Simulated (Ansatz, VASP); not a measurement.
# AlAs (honeycomb AlAs, 2 layers, AB stacking) in two plane-wave programs

Aim: how closely do two programs agree when they are given the same cell, functional and k mesh? Of the first pair: The structure shown is the start of the Ansatz relaxation below; VASP solves that cell, so the two are compared at the walk's first step.

Main program and level: Ansatz 0.2.0; plane waves, with VASP 6.6.1 beside it; single point at PBE with D3(BJ).

### Step 1. Set-up

The cell holds 4 atoms: 2 As and 2 Al. Its edges and angles: a = 4.070 Å, b = 4.070 Å, c = 20.300 Å, α = 90.0°, β = 90.0°, γ = 120.0°. Vacuum lies along c.

### Step 2. Ansatz: relaxation, PBE with D3(BJ)

Ansatz runs on its default PAW (the set named soft_2) files.

The two programs are compared at the cell with which this relaxation starts, whose forces are those of its first step.

input.yaml reads:

```yaml
crystal:
  lattice:
    - [4.07, 0.0, 0.0]
    - [-2.035, 3.5247233934, 0.0]
    - [0.0, 0.0, 20.3]
  atoms:
    - { symbol: As, position: [0.6666666667, 0.3333333333, 0.39408867] }
    - { symbol: Al, position: [0.3333333333, 0.6666666667, 0.4187192118] }
    - { symbol: As, position: [0.0, 0.0, 0.5812807882] }
    - { symbol: Al, position: [0.6666666667, 0.3333333333, 0.60591133] }
kpoints:
  mp_grid: { grid: [12, 12, 1] }
hamiltonian:
  xc: pbe
  dispersion: d3bj
scf:
  occupations: { method: fermi_dirac, width: 0.05 }
  convergence: { dr2_threshold: 1.0e-08 }
efield:
  axis: 3
  dipole_correction: true
  ramp_position: 0.97
  ramp_width: 0.04
relax:
  f_tol: 0.01
  cell: { fix: [c, alpha, beta] }
output:
  write_potential: true
  write_density: true
  volumetric_format: npy
```

Started as:

```
ansatz run input.yaml --threads 4 --pin off --max-ram 8192MiB --backend cpu --events-out ev --progress --plain --runs-dir out
```

Numbers of over 12 decimals in the logs are rounded to 6 here.

Log:

```text
Warning: relax.cell: scf.convergence.dr2_threshold = 1e-8 eV is looser than the 4e-10 eV advised for a relaxation that steers and ends on the stress (1e-10 eV for each atom of the cell: 4). What an SCF threshold leaves in a stress goes as its square root, and in the free energy as the threshold itself, and one threshold admits the most on a small cell: [figures from the program's tests cut] Set scf.convergence.dr2_threshold to 4e-10 eV or tighter. The threshold is an SCF's pass mark: one that does not reach it within its budget of iterations ends unconverged, or closes short of it on a stop that the run arms, and scf.convergence.dr2_threshold's page says what that costs each kind of run
Engine: ansatz 0.2.0, aarch64-unknown-linux-gnu
Pseudopotentials: kind: paw
Pseudopotential: As, paw, valence charge 15, recommended cutoff 420 eV (normal), As.paw.azcp
Pseudopotential: Al, paw, valence charge 3, recommended cutoff 420 eV (normal), Al.paw.azcp
Functional definition: PBE
  parameter kappa = 0.804
  parameter beta = 0.066725
  exchange = pbe_x(kappa = kappa, mu = beta*pi^2/3)
  correlation = pbe_c(beta = beta)
Crystal: 4 atoms, lattice volume = 291.216 Å³
Basis set: ecut = 420 eV, 5659 PW (Γ), exchange–correlation on 60×60×288 points (8 copies of the dense FFT grid, shifted against one another)
Bands: 22, of which v1, the nominal top of the filled ones, is band 18 counted from 1 (17 counted from 0)
Symmetry: 6 space group operations
Space group: P3m1 (ITA 156), of the structure as read, at distance tolerance 6.6e-5 Å
k-points: 19 of 144 (time reversal used)
Non-local potential: As, projectors of the file, l = 0: 2, l = 1: 2, l = 2: 3, l = 3: 1
Non-local potential: Al, projectors of the file, l = 0: 2, l = 1: 2, l = 2: 1
PAW form: soft (Blöchl's): semilocal exchange-correlation on the pseudo side does not see the compensation charge
PAW one-centre angular grid: As, 590 points (default); XC on 64 Gauss nodes
PAW one-centre angular grid: Al, 110 points (default); XC on 64 Gauss nodes
Initial density: superposition of atomic densities (neutral atoms: chi_scale 0, normalization atom), corrected by the library's trained network
Initial wavefunctions: pseudopotential atomic-orbital guess
Functional: x = pbe(κ = 0.804, μ = 0.219515), c = pbe(β = 0.066725)
SCF iter   1: F=—  HF=-10788.016413 eV  |F-HF|=—  |Δ(HF+E_count)|=         —  Δρ=2.01e-3  dr2=2.56e-2  ethr=1.77e-3  p=0.100 e·Å  D=6.22e-2 V/Å  ΔV_dip=-1.26 eV  dr2_dipole=3.80e-3  V_vac-E_F(+/−)=3.71/4.97 eV  ⟨swp⟩=7.6  Hψ=2270  notcnv=0
efield: sawtooth ramp at fractional position 0.9700 (set: `efield.ramp_position`, or a place that a band, a saddle search or an elastic batch's reference lends), width 0.0400; the density the first Hamiltonian is built on has a dipole p = 0.100 e·Å; the dipole correction subtracts the counter field D = 6.22e-2 V/Å, which shifts the + side's vacuum level by -1.26 eV against the − side's; the planar-averaged density in the ramp window peaks in size at 1.4e-5 e/Å³
preconditioner: auto → Resta (q_TF=auto, 1.926 Å⁻¹)  ε∞=2.4  [insulator: Δε(μ)=1.256 eV  Ē_g=7.332 eV  σ=0.050 eV  W_gap=1.00  n_scr=42 (ndim 8)  ℏωp=8.7 eV  f_vac=0.593  D(μ)=0.00/eV (n_scr^D=0)  ε∞_Penn≈2.4  vacuum switching on, ρ_ref=3.9e-3 e/Å³]
SCF iter   2: F=—  HF=-10788.013519 eV  |F-HF|=—  |Δ(HF+E_count)|=   2.89e-3  Δρ=1.07e-3  dr2=6.60e-3  ethr=7.12e-5  p=0.125 e·Å  D=7.75e-2 V/Å  ΔV_dip=-1.57 eV  dr2_dipole=9.57e-4  V_vac-E_F(+/−)=3.60/5.17 eV  ⟨swp⟩=2.3  Hψ=706  notcnv=0
SCF iter   3: F=—  HF=-10788.013319 eV  |F-HF|=—  |Δ(HF+E_count)|=   2.00e-4  Δρ=5.35e-4  dr2=2.33e-3  ethr=1.83e-5  p=0.112 e·Å  D=6.98e-2 V/Å  ΔV_dip=-1.42 eV  dr2_dipole=4.64e-4  V_vac-E_F(+/−)=3.71/5.13 eV  ⟨swp⟩=2.1  Hψ=565  notcnv=0
SCF iter   4: F=—  HF=-10788.013355 eV  |F-HF|=—  |Δ(HF+E_count)|=   3.61e-5  Δρ=1.49e-4  dr2=1.11e-4  ethr=6.47e-6  p=0.117 e·Å  D=7.30e-2 V/Å  ΔV_dip=-1.48 eV  dr2_dipole=2.23e-5  V_vac-E_F(+/−)=3.71/5.19 eV  ⟨swp⟩=2.0  Hψ=501  notcnv=0
SCF iter   5: F=—  HF=-10788.013414 eV  |F-HF|=—  |Δ(HF+E_count)|=   5.84e-5  Δρ=4.41e-5  dr2=1.47e-5  ethr=3.09e-7  p=0.115 e·Å  D=7.17e-2 V/Å  ΔV_dip=-1.46 eV  dr2_dipole=7.81e-8  V_vac-E_F(+/−)=3.72/5.18 eV  ⟨swp⟩=2.0  Hψ=570  notcnv=0
SCF iter   6: F=—  HF=-10788.013417 eV  |F-HF|=—  |Δ(HF+E_count)|=   3.52e-6  Δρ=1.62e-5  dr2=1.85e-6  ethr=4.07e-8  p=0.115 e·Å  D=7.14e-2 V/Å  ΔV_dip=-1.45 eV  dr2_dipole=3.44e-8  V_vac-E_F(+/−)=3.73/5.18 eV  ⟨swp⟩=2.0  Hψ=532  notcnv=0
[...]
efield: sawtooth ramp at fractional position 0.9700 (set: `efield.ramp_position`, or a place that a band, a saddle search or an elastic batch's reference lends), width 0.0400; the density the first Hamiltonian is built on has a dipole p = -0.043 e·Å; the dipole correction subtracts the counter field D = -2.85e-2 V/Å, which shifts the + side's vacuum level by +0.58 eV against the − side's; the planar-averaged density in the ramp window peaks in size at 3.1e-7 e/Å³
[...]
iter 1 solved again at ethr=1.33e-6 eV; its pass at ethr=3.10e-3 eV (dr2=4.78e-4 eV) is discarded
SCF iter   1: F=—  HF=-10788.752920 eV  |F-HF|=—  |Δ(HF+E_count)|=         —  Δρ=1.68e-5  dr2=1.69e-7  ethr=1.33e-6  p=-0.043 e·Å  D=-2.83e-2 V/Å  ΔV_dip=0.58 eV  dr2_dipole=1.42e-12  V_vac-E_F(+/−)=5.41/4.83 eV  ⟨swp⟩=3.6  Hψ=3491  notcnv=0
efield: sawtooth ramp at fractional position 0.9700 (set: `efield.ramp_position`, or a place that a band, a saddle search or an elastic batch's reference lends), width 0.0400; the density the first Hamiltonian is built on has a dipole p = -0.043 e·Å; the dipole correction subtracts the counter field D = -2.83e-2 V/Å, which shifts the + side's vacuum level by +0.58 eV against the − side's; the planar-averaged density in the ramp window peaks in size at 3.2e-7 e/Å³
eigensolver tolerance schedule: the retry pair's looser diagonalisation over-reported the residual by 2822.93 of it (diagonalisation noise at an unbounded share of the residual, at the tolerance the schedule requests for it); recorded, not acted on — ethr = c·dr2/N_el stays at c = 1.0e-1
preconditioner: auto → Resta (q_TF=auto, 1.944 Å⁻¹)  ε∞=2.3  [insulator: Δε(μ)=0.533 eV  Ē_g=7.768 eV  σ=0.050 eV  W_gap=0.99  n_scr=42 (ndim 8)  ℏωp=9.0 eV  f_vac=0.640  D(μ)=0.01/eV (n_scr^D=0)  ε∞_Penn≈2.3  vacuum switching on, ρ_ref=4.4e-3 e/Å³]
SCF iter   2: F=—  HF=-10788.752854 eV  |F-HF|=—  |Δ(HF+E_count)|=   6.64e-5  Δρ=1.01e-5  dr2=1.16e-7  ethr=4.71e-10  p=-0.043 e·Å  D=-2.83e-2 V/Å  ΔV_dip=0.58 eV  dr2_dipole=2.67e-11  V_vac-E_F(+/−)=5.41/4.83 eV  ⟨swp⟩=3.3  Hψ=1040  notcnv=0
SCF iter   3: F=—  HF=-10788.752854 eV  |F-HF|=—  |Δ(HF+E_count)|=   2.27e-7  Δρ=4.15e-6  dr2=2.47e-8  ethr=3.22e-10  p=-0.043 e·Å  D=-2.83e-2 V/Å  ΔV_dip=0.58 eV  dr2_dipole=2.67e-11  V_vac-E_F(+/−)=5.41/4.83 eV  ⟨swp⟩=2.0  Hψ=570  notcnv=0
SCF iter   4: F=-10788.752854 eV  HF=-10788.752854 eV  |F-HF|=3.51e-10  |Δ(HF+E_count)|=   3.25e-8  Δρ=1.04e-6  dr2=2.14e-9  ethr=2.78e-11  p=-0.043 e·Å  D=-2.83e-2 V/Å  ΔV_dip=0.58 eV  dr2_dipole=2.78e-10  V_vac-E_F(+/−)=5.41/4.83 eV  ⟨swp⟩=11.6  Hψ=2903  notcnv=0
SCF 15 converged in 4 iterations: F = -10788.752854 eV  dr2 = 2.14e-9
relax step  15: F+E_penalty+E_count = -10788.75285416 eV  Δ(F+E_penalty+E_count) = +6.965e-4 eV  max|allowed force component| = 1.873e-3 eV/Å  Δτ_max = 0.0000 Å  P = -0.006 GPa  Ω = 275.325 Å³  fix = [c, alpha, beta]  reactions: c -0.001 GPa  stress off target by 8.35e-3 GPa on what of the cell is left free  SCF on the basis re-selected at this cell (its energy is not comparable with the rows above)  (4 SCF iters)
basis re-selected at this cell: Δ(F+E_penalty+E_count) = +6.965e-4 eV, ΔP = -0.003 GPa vs the last step (what re-selecting the basis moved, of the pressure what is left beyond the Pulay correction that the steps carried, after the strain that the cell walked since its last selection, with what the two solves' SCF thresholds leave and, on support functions, any second-order correction that the steps lacked; it is no measure of the basis error at this ecutwfc). The dense FFT grid was sized anew with the basis: this SCF ran on 27×27×144 points, the steps before it on 30×30×144, so part of this shift can come from that change (see relax.cell in the input reference). [rest of the remark cut]
SCF converged after 4 iterations
Free energy (F): -10788.752854 eV
Harris-Foulkes:  -10788.752854 eV  (|F-HF|=3.51e-10)
Internal energy: -10788.752662 eV  (E = F + TS)
E sigma→0 (E₀):  -10788.752758 eV
Entropy (-TS):   -0.000192 eV (-0.048 meV/atom)
Fermi energy:    -1.244327 eV
Dipole field:    D = -0.028323 V/Å  (p = -0.043094 e·Å, saw-weighted, corrected)
Work function:   Φ+ = 5.4076 eV   Φ− = 4.8326 eV
Levels:          The Fermi level and band energies are counted from a zero that moves with the ramp; work functions are not
--- Per-component energies (eV) ---
  E_band       = -816.754360
  E_kinetic    = 251.419251
  E_local      = -18594.881043  (includes V_loc(G=0)·N_el)
  E_nonlocal   = -1320.889288
  E_hartree    = 9302.637752
  E_xc         = -237.250843
  E_vxc        = -215.421919  (∫ρ·V_xc dr)
  E_paw        = -4604.617503  (= ΣΔE_a)
  E_vpaw       = 457.531896  (= ΣTr[D̂ρ^β])
  E_aug_tail   = 0.000011  (compensation charges beyond the density's cutoff)
  E_efield     = 0.000610  (sawtooth field / dipole correction)
  E_vefield    = 0.211425  (∫n·V_field dr)
  E_ewald      = 4415.755767
  E_disp       = -0.927377  (pairwise vdW)
  E_smearing   = -0.000192  (= −TS)
  E_closure    = 0.000000  (closes the sum)
  Σ components = -10788.752854   (vs F -10788.752854, Δ=0.00e0)
--- Forces (eV/Å), atoms counted from 1 ---
  atom   1  As     0.00000000    -0.00000000     0.00038001
  atom   2  Al     0.00000000     0.00000000    -0.00187543
  atom   3  As    -0.00000000    -0.00000000     0.00162911
  atom   4  Al     0.00000000     0.00000000    -0.00014370
  max |Σ_I F_I| component: 1.00e-5 eV/Å
--- Stress (GPa, compression-positive) ---
       -0.008352       0.000000       0.000000
        0.000000      -0.008352       0.000000
       -0.000000       0.000000      -0.001478
  P = ⅓ Tr σ = -0.0061 GPa (-0.061 kbar)
--- Band table (eV; the first three rows and the last of 19) ---
  k-point 0: bands = [... 14 lower, -2.2759, -2.2759, -1.5055, -1.5055, 0.2964, 0.8995, 2.2324, 2.2324]
  k-point 1: bands = [... 14 lower, -2.4338, -2.2798, -2.0202, -1.5695, 0.7362, 1.2586, 2.0391, 2.4375]
  k-point 2: bands = [... 14 lower, -2.9763, -2.7805, -2.1597, -1.7661, 0.5784, 1.6695, 2.1553, 2.9370]
  k-point 18: bands = [... 14 lower, -5.2662, -4.6879, -3.2247, -2.0266, -0.5454, 1.9936, 2.7826, 4.9456]
--- Relaxed structure (14 steps of the walk, 13 accepted, 1 SCFs on fresh bases) ---
  F+E_penalty+E_count = -10788.75285416 eV   max|allowed force component| = 1.873e-3 eV/Å   (the final SCF, on the basis selected at the relaxed cell)
  cell:  # Å, volume = 275.3254 Å³
    - [3.957398, 0, 0]
    - [-1.978699, 3.427208, 0]
    - [0, 0, 20.3]
  atoms:
    - { symbol: As, position: [0.666667, 0.333333, 0.411562] }
    - { symbol: Al, position: [0.333333, 0.666667, 0.453773] }
    - { symbol: As, position: [1.7347234758152484e-17, -9.251858538489121e-17, 0.588905] }
    - { symbol: Al, position: [0.666667, 0.333333, 0.545760] }
```

In the SCF lines HF is the Harris–Foulkes energy and dr2 the Hartree energy of the density residual, in eV; the loop may stop once dr2 is under the threshold and the program's other checks hold. Hψ counts applications of the Hamiltonian.

### Step 3. VASP: single point, PBE with D3(BJ), start cell, pair 1

The same cell, functional, mesh and smearing now go to VASP, with its own data sets.

Lines of VASP's logs that name or quote its potential files are left out, and so is its time.

INCAR reads:

```
SYSTEM = AlAs
PREC = Accurate
ENCUT = 400
EDIFF = 1E-06
NELM = 120
ISMEAR = -1
SIGMA = 0.05
LREAL = .FALSE.
ALGO = Normal
GGA = PE
IVDW = 12
NBANDS = 14
LORBIT = 11
LWAVE = .FALSE.
LCHARG = .FALSE.
ISIF = 2
LDIPOL = .TRUE.
IDIPOL = 3
DIPOL = 0.5 0.5 0.5
LVHAR = .TRUE.
LASPH = .TRUE.
GGA_COMPAT = .FALSE.
EFERMI = MIDGAP
NELMDL = -8
```

POSCAR reads:

```
AlAs
1.0
    4.0700000000      0.0000000000      0.0000000000
   -2.0350000000      3.5247230000      0.0000000000
    0.0000000000      0.0000000000     20.3000000000
As Al
2 2
Direct
    0.6666667140      0.3333334279      0.3940886700
    0.0000000000      0.0000000000      0.5812807882
    0.3333334279      0.6666668558      0.4187192118
    0.6666667140      0.3333334279      0.6059113300
```

KPOINTS reads:

```
Automatic mesh
0
Gamma
12 12 1
0 0 0
```

Potentials, in the order of the species: As and Al (PBE family, release 64).

Started as:

```
mpirun -np 1 vasp_std
```

Log:

```text
[banner, memory and clock lines left out]
running    1 mpi-ranks, on    1 nodes
 distrk:  each k-point on    1 cores,    1 groups
 distr:  one band on    1 cores,    1 groups

 POSCAR found type information on POSCAR AsAl
 POSCAR found :  2 types and       4 ions
 LDA part: xc-table for (Slater+PW92), standard interpolation
 POSCAR, INCAR and KPOINTS ok, starting setup
 FFT: planning ... GRIDC
 FFT: planning ... GRID_SOFT
 FFT: planning ... GRID
 WAVECAR not read
 entering main loop
       N       E                     dE             d eps       ncg     rms          rms(c)
DAV:   1     0.703795539475E+02    0.70380E+02   -0.40231E+03   532   0.636E+02
DAV:   2    -0.887650720328E+01   -0.79256E+02   -0.73506E+02   808   0.120E+02
DAV:   3    -0.173528084768E+02   -0.84763E+01   -0.83569E+01   730   0.437E+01
DAV:   4    -0.176676519337E+02   -0.31484E+00   -0.31459E+00   724   0.103E+01
DAV:   5    -0.176776442026E+02   -0.99923E-02   -0.99900E-02   720   0.185E+00
DAV:   6    -0.176782001377E+02   -0.55594E-03   -0.55593E-03   880   0.447E-01
DAV:   7    -0.176782048034E+02   -0.46657E-05   -0.46662E-05   750   0.388E-02
DAV:   8    -0.176782049035E+02   -0.10013E-06   -0.99876E-07   656   0.678E-03    0.476E+00
DAV:   9    -0.169033669091E+02    0.77484E+00   -0.90771E-01   712   0.570E+00    0.262E+00
DAV:  10    -0.168190056148E+02    0.84361E-01   -0.57838E-01   742   0.342E+00    0.112E+00
DAV:  11    -0.168047681043E+02    0.14238E-01   -0.35654E-02   736   0.123E+00    0.351E-01
DAV:  12    -0.168021625113E+02    0.26056E-02   -0.92059E-03   730   0.597E-01    0.138E-01
DAV:  13    -0.168018552122E+02    0.30730E-03   -0.11097E-03   742   0.189E-01    0.885E-02
DAV:  14    -0.168012741038E+02    0.58111E-03   -0.97877E-04   748   0.146E-01    0.307E-02
DAV:  15    -0.168013709889E+02   -0.96885E-04   -0.64493E-05   694   0.388E-02    0.217E-02
DAV:  16    -0.168016209955E+02   -0.25001E-03   -0.19358E-04   664   0.574E-02    0.145E-02
DAV:  17    -0.168018127657E+02   -0.19177E-03   -0.33829E-05   640   0.287E-02    0.694E-03
DAV:  18    -0.168018747395E+02   -0.61974E-04   -0.16502E-05   652   0.157E-02    0.496E-03
DAV:  19    -0.168019004704E+02   -0.25731E-04   -0.33248E-06   706   0.689E-03    0.190E-03
DAV:  20    -0.168019348296E+02   -0.34359E-04   -0.56923E-06   706   0.787E-03    0.172E-03
DAV:  21    -0.168019812791E+02   -0.46450E-04   -0.28846E-06   700   0.503E-03    0.934E-04
DAV:  22    -0.168019866886E+02   -0.54095E-05   -0.87364E-08   566   0.124E-03    0.481E-04
DAV:  23    -0.168020006548E+02   -0.13966E-04   -0.14071E-06   576   0.266E-03    0.235E-04
DAV:  24    -0.168020015921E+02   -0.93733E-06   -0.32760E-08   584   0.618E-04
   1 F= -.17558093E+02 E0= -.17558093E+02  d E =-.136459E-05
```

Parts of OUTCAR (step 3):

```text
ion  position               nearest neighbor table
   1  0.667  0.333  0.394-   3 2.40   3 2.40   3 2.40
   2  0.000  0.000  0.581-   4 2.40   4 2.40   4 2.40
   3  0.333  0.667  0.419-   1 2.40   1 2.40   1 2.40
   4  0.667  0.333  0.606-   2 2.40   2 2.40   2 2.40

  LATTYP: Found a hexagonal cell.
 ALAT       =     4.0700000000
 C/A-ratio  =     4.9877149877

 Subroutine GETGRP returns: Found  6 space group operations
 (whereof  6 operations were pure point group operations)

The static configuration has the point symmetry C_3v.

 Found     19 irreducible k-points:

   k-points           NKPTS =     19   k-points in BZ     NKDIM =     19   number of bands    NBANDS=     14

   dimension x,y,z NGX =    28 NGY =   28 NGZ =  140
   dimension x,y,z NGXF=    56 NGYF=   56 NGZF=  280

   ENCUT  =  400.0 eV  29.40 Ry    5.42 a.u.   6.64  6.64 33.10*2*pi/ulx,y,z

   NELECT =      16.0000    total number of electrons

 k-points in reciprocal lattice and weights: Automatic mesh
   0.00000000  0.00000000  0.00000000       0.007
   0.08333333  0.00000000  0.00000000       0.042
   0.16666667  0.00000000  0.00000000       0.042
   0.25000000  0.00000000  0.00000000       0.042
   0.33333333  0.00000000  0.00000000       0.042
   0.41666667  0.00000000  0.00000000       0.042
   0.50000000  0.00000000  0.00000000       0.021
   0.08333333  0.08333333  0.00000000       0.042
   0.16666667  0.08333333  0.00000000       0.083
[...]
0.33333333  0.25000000  0.00000000       0.083
   0.33333333  0.33333333  0.00000000       0.014

 dipolmoment           0.000000      0.000000     -0.114668 electrons x Angstroem

 average (electrostatic) potential at core
       1 -55.4164       2 -56.0375       3 -82.3762       4 -82.9804

 E-fermi :  -1.6371

 k-point     1 :       0.0000    0.0000    0.0000
  band No.  band energies     occupation
    ...
      4      -3.6836      2.00000
      5      -3.2395      2.00000
      6      -3.2395      2.00000
      7      -2.6021      2.00000
      8      -2.6021      2.00000
      9      -0.9559      0.00000
     10      -0.2818      0.00000
     11       0.9919      0.00000
     12       1.9382      0.00000
     13       1.9382      0.00000
    ...

 k-point     2 :       0.0833    0.0000    0.0000
  band No.  band energies     occupation
    ...
      4      -4.0360      2.00000
      5      -3.4371      2.00000
      6      -3.3414      2.00000
      7      -3.0999      2.00000
      8      -2.6979      2.00000
      9      -0.5344      0.00000
     10       0.2084      0.00000
     11       1.0923      0.00000
     12       1.8094      0.00000
     13       2.1767      0.00000
    ...

 k-point     3 :       0.1667    0.0000    0.0000
  band No.  band energies     occupation
    ...
      4      -4.9026      2.00000
      5      -4.1767      2.00000
      6      -3.5889      2.00000
      7      -3.1890      2.00000
      8      -2.9334      2.00000
      9      -0.0672      0.00000
     10       0.6148      0.00000
     11       1.1823      0.00000
     12       2.0285      0.00000
     13       2.4068      0.00000
    ...

 Edisp (eV)   -0.75609

  Total      -1.35137    -1.35137    -0.57649     0.00000    -0.00000     0.00000
  in kB      -7.43479    -7.43479    -3.17165     0.00000    -0.00000     0.00000
  external pressure =       -6.01 kB  Pullay stress =        0.00 kB

  energy-cutoff  :      400.00
  volume of cell :      291.22
      direct lattice vectors                 reciprocal lattice vectors
     4.070000000  0.000000000  0.000000000     0.245700246  0.141855119  0.000000000
    -2.035000000  3.524723000  0.000000000     0.000000000  0.283710238  0.000000000
     0.000000000  0.000000000 20.300000000     0.000000000  0.000000000  0.049261084

 POSITION                                       TOTAL-FORCE (eV/Angst)
 -----------------------------------------------------------------------------------
      2.03500      1.17491      8.00000        -0.000000      0.000000      0.090202
      0.00000      0.00000     11.80000         0.000000      0.000000      0.053107
      0.00000      2.34982      8.50000         0.000000     -0.000000      0.038900
      2.03500      1.17491     12.30000         0.000000     -0.000000     -0.182209
 -----------------------------------------------------------------------------------
    total drift:                                0.000000     -0.000025     -0.000160

  FREE ENERGIE OF THE ION-ELECTRON SYSTEM (eV)
  ---------------------------------------------------
  free  energy   TOTEN  =       -17.5580933622 eV

  energy  without entropy=      -17.5580919977  energy(sigma->0) =      -17.55809268

 vacuum level on the upper side and lower side of the slab         2.092         3.537

 total charge
# of ion       s       p       d       tot
------------------------------------------
    1        1.213   1.612   0.019   2.844
    2        1.215   1.609   0.021   2.845
    3        0.430   0.335   0.000   0.765
    4        0.431   0.335   0.000   0.766
--------------------------------------------------
tot          3.289   3.891   0.040   7.220

[... 3 further parts left out ...]
```

(Part 1 of 2 ends here.)

[Lines on the potential files, build, host, timing and source positions are cut from VASP's logs without a mark.]

[Logs are printed without paths, hosts, clocks, repeated set-up lines and the standing remarks that a program may print on its own settings, such as how far it seeks lower states.]

[Hosts, paths, dates, database ids (printed as entryN), source tags and the programs' standing remarks are cut or masked in the printed files.]
